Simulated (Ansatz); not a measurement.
Here is an Ansatz 0.2.0 calculation.

File input.yaml:

```yaml
crystal:
  lattice:
    - [0.0, 2.1657188437, 2.1657188437]
    - [2.1657188437, 0.0, 2.1657188437]
    - [2.1657188437, 2.1657188437, 0.0]
  atoms:
    - { symbol: Ti, position: [0.0, 0.0, 0.0] }
    - { symbol: C, position: [0.5, 0.5, 0.5] }
hamiltonian:
  xc: pbe
  pseudopotentials: { kind: paw }
kpoints:
  mp_grid: { grid: [11, 11, 11] }
  band_path:
    path:
      - [[0.0, 0.0, 0.0], [0.5, 0.0, 0.5], [0.5, 0.25, 0.75], [0.375, 0.375, 0.75], [0.0, 0.0, 0.0], [0.5, 0.5, 0.5], [0.625, 0.25, 0.625], [0.5, 0.25, 0.75], [0.5, 0.5, 0.5], [0.375, 0.375, 0.75]]
      - [[0.625, 0.25, 0.625], [0.5, 0.0, 0.5]]
    npoints: 14
scf:
  occupations: { method: fermi_dirac, width: 0.05 }
  n_extra_bands: 6
output:
  forces: true
  stress: true
  eigenvalues: true
  fatbands: false
  write_density: true
  write_potential: true
  elf: true
  volumetric_format: npy
```

Potentials or basis: Ansatz PAW.

Run with:

```console
$ ansatz run input.yaml --threads 2 --pin off --max-ram 5632MiB --backend cpu --events-out ev --progress --plain --runs-dir out
```

(1) Estimate the band gap on the k mesh.

(2) Estimate the pressure.

Answers

(1) none (metal or under the smearing width).

(2) 0.3 GPa.
